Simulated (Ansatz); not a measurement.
Crystal: Si2Mo.

```xyz
3
Lattice="-1.6000 1.6000 3.9305 1.6000 -1.6000 3.9305 1.6000 1.6000 -3.9305" Properties=species:S:1:pos:R:3 pbc="T T T"
Mo    0.0000    0.0000    0.0000
Si    0.0000    0.0000    5.2433
Si    0.0000    0.0000    2.6177
```

| Quantity | Value |
| --- | --- |
| Program | Ansatz 0.2.0 |
| Task | relaxation of cell and atoms |
| Functional | PBEsol |
| Dispersion | D4 |
| Potentials or basis | Ansatz PAW |
| Cutoff | 420 eV (not typed: the program's choice for these potentials) |
| k mesh | 12 × 12 × 12 |
| Occupations | fermi-dirac, width 0.05 eV |
| Spin | no spin polarisation |

At the start: volume 13.42 Å³/atom.

Problem. Where does the relaxation end?

Solution. It ends after 5 steps and the volume is 13.05 Å³/atom (-2.7 %); space group I4/mmm (No. 139, to 0.05 Å).

The path:
```tsv
step	energy change (eV)	largest force (eV/Å)	volume (Å³)
1	0.0000	0.3298	40.25
2	-0.0247	0.0239	38.79
3	-0.0272	0.0141	39.16
4	-0.0272	0.0055	39.15
5	-0.0270	0.0054	39.15
```

Final structure:
```
Mo Si
1.0
    -1.58577    1.58577    3.89232
     1.58577   -1.58577    3.89232
     1.58577    1.58577   -3.89232
Mo Si
1 2
Direct
  0.00000 0.00000 0.00000
  0.66520 0.66520 0.00000
  0.33480 0.33480 0.00000
```

Caveat: the plane-wave basis is chosen anew once the cell has moved, so the energies of steps on either side of that aren't comparable; the PAW data sets come from PBE, with cores solved anew for the run's functional, which leaves a small shift of forces and pressure.
